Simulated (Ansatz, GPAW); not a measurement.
# Ballistic transport through a C6 chain between two Ir chains, from relaxation to T(E)

Aim: the conductance of a C6 chain between two Ir chains after relaxation, and whether geometry, basis or functional moves it most.

Calculated with GPAW 26.7.0 and Ansatz 0.2.0; Ansatz plane waves; relaxation of the junction with the lead ends held; PAW set soft_1, in the first sound run; inputs show where later runs differ.

## (1) Set-up

The cell holds 22 atoms: 16 Ir and 6 C. Cell: a = 9.000 Å, b = 9.000 Å, c = 44.387 Å, α = 90.0°, β = 90.0°, γ = 90.0°. Regions: left lead, 8 atoms (8 Ir); channel, 6 atoms (6 C); right lead, 8 atoms (8 Ir). Vacuum lies along a and b. The structure is stacked along c, and the current runs across the ab planes.

## (2) Relaxation

Transmission follows bond lengths closely, so the atoms between the held lead ends are relaxed first, from a slightly shaken start that lets symmetry break.

Contents of input.yaml:

```yaml
crystal:
  lattice:
    - [9.0, 0.0, 0.0]
    - [0.0, 9.0, 0.0]
    - [0.0, 0.0, 44.387]
  atoms:
    - { symbol: Ir, position: [0.5, 0.5, 0.0259084867] }
    - { symbol: Ir, position: [0.5, 0.5, 0.0777254602] }
    - { symbol: Ir, position: [0.5, 0.5, 0.1295424336] }
    - { symbol: Ir, position: [0.5, 0.5, 0.181359407] }
    - { symbol: Ir, position: [0.5, 0.5, 0.2331763805] }
    - { symbol: Ir, position: [0.5, 0.5, 0.2849933539] }
    - { symbol: Ir, position: [0.4953412719, 0.495986635, 0.3359301582] }
    - { symbol: Ir, position: [0.4979243821, 0.5048242671, 0.3875450151] }
    - { symbol: C, position: [0.5031465649, 0.5042082397, 0.4280045099] }
    - { symbol: C, position: [0.4976635464, 0.5015737154, 0.45677646] }
    - { symbol: C, position: [0.5071851043, 0.502972705, 0.487221828] }
    - { symbol: C, position: [0.4984990281, 0.4970859434, 0.5126930588] }
    - { symbol: C, position: [0.4961543247, 0.4987885543, 0.5441748675] }
    - { symbol: C, position: [0.4956229981, 0.5027202862, 0.5716855956] }
    - { symbol: Ir, position: [0.4978593297, 0.4974490375, 0.612738429] }
    - { symbol: Ir, position: [0.5005640945, 0.4970069115, 0.6625449012] }
    - { symbol: Ir, position: [0.5, 0.5, 0.7150066461] }
    - { symbol: Ir, position: [0.5, 0.5, 0.7668236195] }
    - { symbol: Ir, position: [0.5, 0.5, 0.818640593] }
    - { symbol: Ir, position: [0.5, 0.5, 0.8704575664] }
    - { symbol: Ir, position: [0.5, 0.5, 0.9222745398] }
    - { symbol: Ir, position: [0.5, 0.5, 0.9740915133] }
kpoints:
  mp_grid: { grid: [1, 1, 2] }
hamiltonian:
  xc: pbe
  pseudopotentials: { kind: paw, azcp: { folder: soft_1 } }
scf:
  occupations: { method: fermi_dirac, width: 0.1 }
relax:
  f_tol: 0.03
  max_steps: 80
  constraints: [{ sites: [0, 1, 2, 3, 4, 5, 16, 17, 18, 19, 20, 21] }]
```

Started as:

```bash
> ansatz run input.yaml --threads 4 --pin off --max-ram 8192MiB --backend cpu --events-out ev --progress --plain --runs-dir out
```

Numbers of over 12 decimals in the logs are rounded to 6 here.

The log of the run:

```text
Engine: ansatz 0.2.0, x86_64-unknown-linux-gnu
Pseudopotentials: kind: paw
Pseudopotential: Ir, paw, valence charge 17, recommended cutoff 420 eV (normal), soft_1/Ir.paw.azcp
Pseudopotential: C, paw, valence charge 4, recommended cutoff 420 eV (normal), soft_1/C.paw.azcp
Functional definition: PBE
  parameter kappa = 0.804
  parameter beta = 0.066725
  exchange = pbe_x(kappa = kappa, mu = beta*pi^2/3)
  correlation = pbe_c(beta = beta)
Crystal: 22 atoms, lattice volume = 3595.347 Å³
Basis set: ecut = 420 eV, 70257 PW (Γ), exchange–correlation on 128×128×600 points (8 copies of the dense FFT grid, shifted against one another)
Bands: 178, of which v1, the nominal top of the filled ones, is band 148 counted from 1 (147 counted from 0)
Symmetry: 1 space group operations
Space group: P1 (ITA 1), of the structure as read, at distance tolerance 1.5e-4 Å
k-points: 2
Non-local potential: Ir, projectors of the file, l = 0: 3, l = 1: 2, l = 2: 2, l = 3: 1
Non-local potential: C, projectors of the file, l = 0: 2, l = 1: 2, l = 2: 1
PAW form: soft (Blöchl's): semilocal exchange-correlation on the pseudo side does not see the compensation charge
PAW one-centre angular grid: Ir, 590 points (default); XC on 64 Gauss nodes
PAW one-centre angular grid: C, 110 points (default); XC on 64 Gauss nodes
Initial density: superposition of atomic densities (neutral atoms: chi_scale 0, normalization atom)
Initial wavefunctions: pseudopotential atomic-orbital guess
Functional: x = pbe(κ = 0.804, μ = 0.219515), c = pbe(β = 0.066725)
SCF iter   1: F=—  HF=-192436.052122 eV  |F-HF|=—  |Δ(HF+E_count)|=         —  Δρ=2.83e-2  dr2=6.72e1  ethr=3.10e-3  ⟨swp⟩=6.5  Hψ=1374  notcnv=0  defer=3
preconditioner: auto → LDOS  [metal: Δε(μ)=0.041 eV  Ē_g=4.348 eV  σ=0.100 eV  W_gap=0.10  n_scr=372 (ndim 8)  ℏωp=7.9 eV  f_vac=0.753  D(μ)=52.05/eV (n_scr^D=282)  β→1.0]
SCF iter   2: F=—  HF=-192427.302073 eV  |F-HF|=—  |Δ(HF+E_count)|=    8.75e0  Δρ=1.44e-2  dr2=1.84e1  ethr=3.10e-3  ⟨swp⟩=3.0  Hψ=854  notcnv=0  defer=6
SCF iter   3: F=—  HF=-192425.768487 eV  |F-HF|=—  |Δ(HF+E_count)|=    1.53e0  Δρ=4.24e-3  dr2=1.09e0  ethr=3.10e-3  ⟨swp⟩=2.5  Hψ=631  notcnv=0  defer=8
SCF iter   4: F=—  HF=-192425.623682 eV  |F-HF|=—  |Δ(HF+E_count)|=   1.45e-1  Δρ=1.25e-3  dr2=1.17e-1  ethr=3.67e-4  ⟨swp⟩=2.5  Hψ=566  notcnv=0  defer=8
SCF iter   5: F=—  HF=-192425.623197 eV  |F-HF|=—  |Δ(HF+E_count)|=   4.85e-4  Δρ=8.17e-4  dr2=1.09e-1  ethr=3.94e-5  ⟨swp⟩=2.5  Hψ=569  notcnv=0  defer=8
SCF iter   6: F=—  HF=-192425.618601 eV  |F-HF|=—  |Δ(HF+E_count)|=   4.60e-3  Δρ=3.72e-4  dr2=2.33e-2  ethr=3.67e-5  ⟨swp⟩=1.0  Hψ=348  notcnv=0  defer=8
SCF iter   7: F=—  HF=-192425.618826 eV  |F-HF|=—  |Δ(HF+E_count)|=   2.26e-4  Δρ=2.25e-4  dr2=4.87e-3  ethr=7.89e-6  ⟨swp⟩=1.0  Hψ=348  notcnv=0  defer=8
SCF iter   8: F=—  HF=-192425.618969 eV  |F-HF|=—  |Δ(HF+E_count)|=   1.42e-4  Δρ=1.11e-4  dr2=1.62e-3  ethr=1.65e-6  ⟨swp⟩=2.0  Hψ=515  notcnv=0  defer=8
SCF iter   9: F=—  HF=-192425.618956 eV  |F-HF|=—  |Δ(HF+E_count)|=   1.25e-5  Δρ=6.70e-5  dr2=4.03e-4  ethr=5.49e-7  ⟨swp⟩=1.0  Hψ=348  notcnv=0  defer=8
SCF iter  10: F=—  HF=-192425.618941 eV  |F-HF|=—  |Δ(HF+E_count)|=   1.52e-5  Δρ=1.79e-5  dr2=2.27e-5  ethr=1.36e-7  ⟨swp⟩=1.0  Hψ=348  notcnv=0  defer=8
SCF iter  11: F=-192425.618943 eV  HF=-192425.618946 eV  |F-HF|=2.68e-6  |Δ(HF+E_count)|=   4.80e-6  Δρ=8.16e-6  dr2=4.96e-6  ethr=7.60e-9  ⟨swp⟩=4.0  Hψ=1134  notcnv=0
SCF 1 converged in 11 iterations: F = -192425.618943 eV  dr2 = 4.96e-6
  greatest PAW one-centre occupation: 1.000 electrons in one spin orbital (limit 2), on the Ir atom at site 6 (counted from 0), in its partial waves of l = 0
relax step   1: F+E_penalty+E_count = -192425.61894305 eV  Δ(F+E_penalty+E_count) = +0.000e0 eV  max|allowed force component| = 1.601e1 eV/Å  Δτ_max = 0.0000 Å  (11 SCF iters, dr2 threshold 2.25e-5 eV, accepted)
Initial density: handed on by an earlier stage of this run
Initial wavefunctions: those handed on with the density
iter 1 solved again at ethr=3.81e-4 eV; its pass at ethr=3.10e-3 eV (dr2=1.13e0 eV) is discarded
SCF iter   1: F=—  HF=-192427.012422 eV  |F-HF|=—  |Δ(HF+E_count)|=         —  Δρ=5.24e-3  dr2=1.13e0  ethr=3.81e-4  ⟨swp⟩=1.0  Hψ=1406  notcnv=0  defer=7
preconditioner: auto → LDOS  [metal: Δε(μ)=0.025 eV  Ē_g=4.440 eV  σ=0.100 eV  W_gap=0.06  n_scr=372 (ndim 8)  ℏωp=8.0 eV  f_vac=0.772  D(μ)=56.19/eV (n_scr^D=306)  β→1.0]
SCF iter   2: F=—  HF=-192426.868676 eV  |F-HF|=—  |Δ(HF+E_count)|=   1.44e-1  Δρ=2.81e-3  dr2=3.80e-1  ethr=3.81e-4  ⟨swp⟩=3.0  Hψ=664  notcnv=0  defer=7
SCF iter   3: F=—  HF=-192426.775526 eV  |F-HF|=—  |Δ(HF+E_count)|=   9.32e-2  Δρ=7.51e-4  dr2=3.76e-2  ethr=1.28e-4  ⟨swp⟩=3.0  Hψ=636  notcnv=0  defer=7
SCF iter   4: F=—  HF=-192426.769120 eV  |F-HF|=—  |Δ(HF+E_count)|=   6.41e-3  Δρ=2.51e-4  dr2=5.25e-3  ethr=1.27e-5  ⟨swp⟩=2.0  Hψ=624  notcnv=0  defer=8
SCF iter   5: F=—  HF=-192426.768894 eV  |F-HF|=—  |Δ(HF+E_count)|=   2.25e-4  Δρ=1.48e-4  dr2=1.77e-3  ethr=1.77e-6  ⟨swp⟩=2.0  Hψ=426  notcnv=0  defer=8
SCF iter   6: F=—  HF=-192426.768938 eV  |F-HF|=—  |Δ(HF+E_count)|=   4.36e-5  Δρ=8.32e-5  dr2=5.02e-4  ethr=5.97e-7  ⟨swp⟩=1.0  Hψ=348  notcnv=0  defer=8
SCF iter   7: F=-192426.768852 eV  HF=-192426.768923 eV  |F-HF|=7.09e-5  |Δ(HF+E_count)|=   1.54e-5  Δρ=3.56e-5  dr2=9.76e-5  ethr=3.38e-8  ⟨swp⟩=3.0  Hψ=1328  notcnv=0
SCF 2 converged in 7 iterations: F = -192426.768852 eV  dr2 = 9.76e-5
  greatest PAW one-centre occupation: 1.000 electrons in one spin orbital (limit 2), on the Ir atom at site 15 (counted from 0), in its partial waves of l = 0
relax step   2: F+E_penalty+E_count = -192426.76885178 eV  Δ(F+E_penalty+E_count) = -1.150e0 eV  max|allowed force component| = 3.382e0 eV/Å  Δτ_max = 0.1137 Å  (7 SCF iters, dr2 threshold 1.00e-4 eV, accepted)
iter 1 solved again at ethr=1.26e-4 eV; its pass at ethr=3.10e-3 eV (dr2=3.74e-1 eV) is discarded
SCF iter   1: F=—  HF=-192427.172494 eV  |F-HF|=—  |Δ(HF+E_count)|=         —  Δρ=3.46e-3  dr2=3.59e-1  ethr=1.26e-4  ⟨swp⟩=1.0  Hψ=1341  notcnv=0  defer=4
preconditioner: auto → LDOS  [metal: Δε(μ)=0.004 eV  Ē_g=4.464 eV  σ=0.100 eV  W_gap=0.01  n_scr=372 (ndim 8)  ℏωp=8.0 eV  f_vac=0.772  D(μ)=54.60/eV (n_scr^D=290)  β→1.0]
SCF iter   2: F=—  HF=-192427.123367 eV  |F-HF|=—  |Δ(HF+E_count)|=   4.91e-2  Δρ=1.86e-3  dr2=1.27e-1  ethr=1.21e-4  ⟨swp⟩=3.0  Hψ=692  notcnv=0  defer=4
SCF iter   3: F=—  HF=-192427.091121 eV  |F-HF|=—  |Δ(HF+E_count)|=   3.22e-2  Δρ=4.97e-4  dr2=1.49e-2  ethr=4.28e-5  ⟨swp⟩=3.0  Hψ=534  notcnv=0  defer=4
SCF iter   4: F=—  HF=-192427.090299 eV  |F-HF|=—  |Δ(HF+E_count)|=   8.22e-4  Δρ=1.70e-4  dr2=1.42e-3  ethr=5.05e-6  ⟨swp⟩=3.0  Hψ=665  notcnv=0  defer=4
SCF iter   5: F=—  HF=-192427.090245 eV  |F-HF|=—  |Δ(HF+E_count)|=   5.47e-5  Δρ=7.22e-5  dr2=3.59e-4  ethr=4.79e-7  ⟨swp⟩=3.0  Hψ=653  notcnv=0  defer=4
SCF iter   6: F=—  HF=-192427.090272 eV  |F-HF|=—  |Δ(HF+E_count)|=   2.68e-5  Δρ=3.99e-5  dr2=1.39e-4  ethr=1.21e-7  ⟨swp⟩=1.0  Hψ=352  notcnv=0  defer=4
SCF iter   7: F=-192427.090254 eV  HF=-192427.090271 eV  |F-HF|=1.70e-5  |Δ(HF+E_count)|=   1.31e-7  Δρ=1.70e-5  dr2=2.24e-5  ethr=3.38e-8  ⟨swp⟩=3.0  Hψ=1042  notcnv=0
SCF 3 converged in 7 iterations: F = -192427.090254 eV  dr2 = 2.24e-5
relax step   3: F+E_penalty+E_count = -192427.09025440 eV  Δ(F+E_penalty+E_count) = -3.214e-1 eV  max|allowed force component| = 1.129e0 eV/Å  Δτ_max = 0.1908 Å  (7 SCF iters, dr2 threshold 1.00e-4 eV, accepted)
[...]
relax step   4: F+E_penalty+E_count = -192427.50291033 eV  Δ(F+E_penalty+E_count) = -4.127e-1 eV  max|allowed force component| = 2.192e0 eV/Å  Δτ_max = 0.1952 Å  (7 SCF iters, dr2 threshold 7.97e-5 eV, accepted)
[...]
relax step   5: F+E_penalty+E_count = -192427.96006740 eV  Δ(F+E_penalty+E_count) = -4.572e-1 eV  max|allowed force component| = 2.424e0 eV/Å  Δτ_max = 0.1950 Å  (7 SCF iters, dr2 threshold 1.00e-4 eV, accepted)
[...]
relax step   6: F+E_penalty+E_count = -192428.37043219 eV  Δ(F+E_penalty+E_count) = -4.104e-1 eV  max|allowed force component| = 1.572e0 eV/Å  Δτ_max = 0.1947 Å  (7 SCF iters, dr2 threshold 1.00e-4 eV, accepted)
[...]
relax step   7: F+E_penalty+E_count = -192428.52680744 eV  Δ(F+E_penalty+E_count) = -1.564e-1 eV  max|allowed force component| = 5.976e-1 eV/Å  Δτ_max = 0.1946 Å  (7 SCF iters, dr2 threshold 1.00e-4 eV, accepted)
[...]
relax step   8: F+E_penalty+E_count = -192428.61889963 eV  Δ(F+E_penalty+E_count) = -9.209e-2 eV  max|allowed force component| = 1.995e-1 eV/Å  Δτ_max = 0.2000 Å  (8 SCF iters, dr2 threshold 5.16e-5 eV, accepted)
[...]
relax step   9: F+E_penalty+E_count = -192428.63126943 eV  Δ(F+E_penalty+E_count) = -1.237e-2 eV  max|allowed force component| = 3.827e-2 eV/Å  Δτ_max = 0.0895 Å  (8 SCF iters, dr2 threshold 4.44e-6 eV, accepted)
SCF iter   1: F=—  HF=-192428.631817 eV  |F-HF|=—  |Δ(HF+E_count)|=         —  Δρ=4.17e-4  dr2=4.70e-3  ethr=4.90e-5  ⟨swp⟩=2.0  Hψ=650  notcnv=0  defer=4
preconditioner: auto → LDOS  [metal: Δε(μ)=0.020 eV  Ē_g=4.353 eV  σ=0.100 eV  W_gap=0.05  n_scr=372 (ndim 8)  ℏωp=8.0 eV  f_vac=0.769  D(μ)=51.20/eV (n_scr^D=258)  β→1.0]
SCF iter   2: F=—  HF=-192428.631340 eV  |F-HF|=—  |Δ(HF+E_count)|=   4.77e-4  Δρ=2.29e-4  dr2=1.84e-3  ethr=1.59e-6  ⟨swp⟩=2.0  Hψ=673  notcnv=0  defer=4
SCF iter   3: F=—  HF=-192428.631012 eV  |F-HF|=—  |Δ(HF+E_count)|=   3.28e-4  Δρ=8.17e-5  dr2=3.68e-4  ethr=6.20e-7  ⟨swp⟩=2.0  Hψ=614  notcnv=0  defer=4
SCF iter   4: F=—  HF=-192428.630983 eV  |F-HF|=—  |Δ(HF+E_count)|=   2.93e-5  Δρ=2.19e-5  dr2=3.10e-5  ethr=1.24e-7  ⟨swp⟩=2.0  Hψ=461  notcnv=0  defer=4
SCF iter   5: F=—  HF=-192428.631438 eV  |F-HF|=—  |Δ(HF+E_count)|=   4.55e-4  Δρ=1.03e-5  dr2=9.21e-6  ethr=1.05e-8  ⟨swp⟩=2.0  Hψ=534  notcnv=0  defer=4
SCF iter   6: F=—  HF=-192428.631439 eV  |F-HF|=—  |Δ(HF+E_count)|=   6.29e-7  Δρ=3.78e-6  dr2=8.85e-7  ethr=3.11e-9  ⟨swp⟩=1.5  Hψ=353  notcnv=0  defer=4
SCF iter   7: F=—  HF=-192428.631439 eV  |F-HF|=—  |Δ(HF+E_count)|=   9.83e-8  Δρ=1.67e-6  dr2=2.29e-7  ethr=2.99e-10  ⟨swp⟩=2.0  Hψ=475  notcnv=0  defer=4
SCF iter   8: F=-192428.631439 eV  HF=-192428.631439 eV  |F-HF|=7.83e-9  |Δ(HF+E_count)|=   2.68e-8  Δρ=6.34e-7  dr2=2.76e-8  ethr=3.38e-11  ⟨swp⟩=4.0  Hψ=1126  notcnv=0
SCF 10 converged in 8 iterations: F = -192428.631439 eV  dr2 = 2.76e-8
relax step  10: F+E_penalty+E_count = -192428.63143886 eV  Δ(F+E_penalty+E_count) = -1.694e-4 eV  max|allowed force component| = 1.128e-2 eV/Å  Δτ_max = 0.0165 Å  (8 SCF iters, accepted)
SCF converged after 8 iterations
Free energy (F): -192428.631439 eV
Harris-Foulkes:  -192428.631439 eV  (|F-HF|=7.83e-9)
Internal energy: -192427.012643 eV  (E = F + TS)
E sigma→0 (E₀):  -192427.822041 eV
Entropy (-TS):   -1.618796 eV (-73.582 meV/atom)
Fermi energy:    -3.610529 eV
--- Per-component energies (eV) ---
  E_band       = -9092.210780
  E_kinetic    = 9098.288785
  E_local      = -94294.849526  (includes V_loc(G=0)·N_el)
  E_nonlocal   = 3225.014330
  E_hartree    = 40889.827924
  E_xc         = -3884.730539
  E_vxc        = -4339.683140  (∫ρ·V_xc dr)
  E_paw        = -148856.876686  (= ΣΔE_a)
  E_vpaw       = -4560.640885  (= ΣTr[D̂ρ^β])
  E_aug_tail   = 0.005887  (compensation charges beyond the density's cutoff)
  E_ewald      = 1396.307182
  E_smearing   = -1.618796  (= −TS)
  E_closure    = -0.000000  (closes the sum)
  Σ components = -192428.631439   (vs F -192428.631439, Δ=0.00e0)
--- Forces (eV/Å), atoms counted from 1 ---
  atom   1  Ir    -0.01742576    -0.05681019     0.08983388
  atom   2  Ir    -0.00237896    -0.01404512     0.03716025
  atom   3  Ir    -0.00637556    -0.01311488    -0.20467064
  atom   4  Ir     0.00694819     0.01205085     0.13633339
  atom   5  Ir    -0.06227958    -0.27430540     0.46841537
  atom   6  Ir     0.08689096     0.34873121     1.04957610
  atom   7  Ir    -0.00397633     0.00155221    -0.00001919
  atom   8  Ir    -0.00413627    -0.00043307     0.00806606
  atom   9  C      0.00567110     0.00058827    -0.00722070
  atom  10  C      0.00028697    -0.00178627     0.00482437
  atom  11  C     -0.00330808     0.00068876    -0.01044199
  atom  12  C     -0.00180451    -0.00042456     0.01128205
  atom  13  C      0.00281764     0.00283930    -0.00031067
  atom  14  C      0.00292597    -0.00304093     0.00542497
  atom  15  Ir    -0.00370798     0.00270642    -0.00998239
  atom  16  Ir    -0.00095482     0.00011702     0.00123763
  atom  17  Ir    -0.11376032    -0.34099571    -1.05175234
  atom  18  Ir     0.09258755     0.26464008    -0.46916293
  atom  19  Ir    -0.00052516    -0.01412462    -0.13617904
  atom  20  Ir     0.00162556     0.01451582     0.20458457
  atom  21  Ir     0.00549798     0.01309073    -0.03708760
  atom  22  Ir     0.01541543     0.05756565    -0.08988826
  max |Σ_I F_I| component: 3.40e-5 eV/Å
--- Relaxed structure (10 steps of the walk, 10 accepted, 0 SCFs on fresh bases) ---
  F+E_penalty+E_count = -192428.63143886 eV   max|allowed force component| = 1.128e-2 eV/Å
  atoms:
    - { symbol: Ir, position: [0.5, 0.5, 0.025908] }
    - { symbol: Ir, position: [0.5, 0.5, 0.0777254602] }
    - { symbol: Ir, position: [0.5, 0.5, 0.1295424336] }
    - { symbol: Ir, position: [0.5, 0.5, 0.181359] }
    - { symbol: Ir, position: [0.5, 0.5, 0.2331763805] }
    - { symbol: Ir, position: [0.5, 0.5, 0.284993] }
    - { symbol: Ir, position: [0.482574, 0.420650, 0.336256] }
    - { symbol: Ir, position: [0.510477, 0.536025, 0.384217] }
    - { symbol: C, position: [0.502016, 0.500566, 0.425948] }
    - { symbol: C, position: [0.500821, 0.494456, 0.455600] }
    - { symbol: C, position: [0.501763, 0.497203, 0.485276] }
    - { symbol: C, position: [0.502810, 0.500987, 0.514690] }
    - { symbol: C, position: [0.503437, 0.503800, 0.544367] }
    - { symbol: C, position: [0.501200, 0.498045, 0.574021] }
    - { symbol: Ir, position: [0.489366, 0.463674, 0.615761] }
    - { symbol: Ir, position: [0.527246, 0.576232, 0.663717] }
    - { symbol: Ir, position: [0.5, 0.5, 0.7150066461] }
    - { symbol: Ir, position: [0.5, 0.5, 0.7668236195] }
    - { symbol: Ir, position: [0.5, 0.5, 0.818641] }
    - { symbol: Ir, position: [0.5, 0.5, 0.870458] }
    - { symbol: Ir, position: [0.5, 0.5, 0.9222745398] }
    - { symbol: Ir, position: [0.5, 0.5, 0.974092] }
```

Elapsed: 62 s, on 4 threads of AMD EPYC 9R45 (Zen 5), shared host; peak memory 5.6 GiB.

The steps of the relaxation:

```tsv
step	energy less that of the first step (eV)	largest force component (eV/Å)
1	0.0000	16.0099
2	-1.1499	3.3824
3	-1.4713	1.1294
4	-1.8840	2.1919
5	-2.3411	2.4242
6	-2.7515	1.5722
7	-2.9079	0.5976
8	-3.0000	0.1995
9	-3.0123	0.0383
10	-3.0125	0.0113
```

The atoms that moved most (Å):

```tsv
atom	dx	dy	dz	length
Ir16	0.240	0.713	0.052	0.754
Ir7	-0.115	-0.678	0.014	0.688
Ir15	-0.076	-0.304	0.134	0.341
Ir8	0.113	0.281	-0.148	0.337
C14	0.050	-0.042	0.104	0.123
C11	-0.049	-0.052	-0.086	0.112
C12	0.039	0.035	0.089	0.103
C9	-0.010	-0.033	-0.091	0.098
```

Final coordinates:

```cif
data_structure
_symmetry_space_group_name_H-M 'P 1'
_symmetry_Int_Tables_number 1
_cell_length_a 9.0000
_cell_length_b 9.0000
_cell_length_c 44.3870
_cell_angle_alpha 90.000
_cell_angle_beta 90.000
_cell_angle_gamma 90.000
_cell_volume 3595.35
loop_
_atom_site_label
_atom_site_type_symbol
_atom_site_fract_x
_atom_site_fract_y
_atom_site_fract_z
_atom_site_occupancy
Ir1 Ir 0.50000 0.50000 0.02591 1
Ir2 Ir 0.50000 0.50000 0.07773 1
Ir3 Ir 0.50000 0.50000 0.12954 1
Ir4 Ir 0.50000 0.50000 0.18136 1
Ir5 Ir 0.50000 0.50000 0.23318 1
Ir6 Ir 0.50000 0.50000 0.28499 1
Ir7 Ir 0.48257 0.42065 0.33626 1
Ir8 Ir 0.51048 0.53602 0.38422 1
C9 C 0.50202 0.50057 0.42595 1
C10 C 0.50082 0.49446 0.45560 1
C11 C 0.50176 0.49720 0.48528 1
C12 C 0.50281 0.50099 0.51469 1
C13 C 0.50344 0.50380 0.54437 1
C14 C 0.50120 0.49805 0.57402 1
Ir15 Ir 0.48937 0.46367 0.61576 1
Ir16 Ir 0.52725 0.57623 0.66372 1
Ir17 Ir 0.50000 0.50000 0.71501 1
Ir18 Ir 0.50000 0.50000 0.76682 1
Ir19 Ir 0.50000 0.50000 0.81864 1
Ir20 Ir 0.50000 0.50000 0.87046 1
Ir21 Ir 0.50000 0.50000 0.92227 1
Ir22 Ir 0.50000 0.50000 0.97409 1
```

This step gave:

| Property | Result |
| --- | --- |
| free energy | -192428.6314 eV |
| smearing term TS | 1.619 eV |
| symmetry operations | 1 |

The relaxation lowered the energy of the cell by 3.01 eV.

(Continued in part 2 of 3.)

[Logs are printed without paths, hosts, clocks, repeated set-up lines and the standing remarks that a program may print on its own settings, such as how far it seeks lower states.]

[Hosts, paths, dates, database ids (printed as entryN), source tags and the programs' standing remarks are cut or masked in the printed files.]
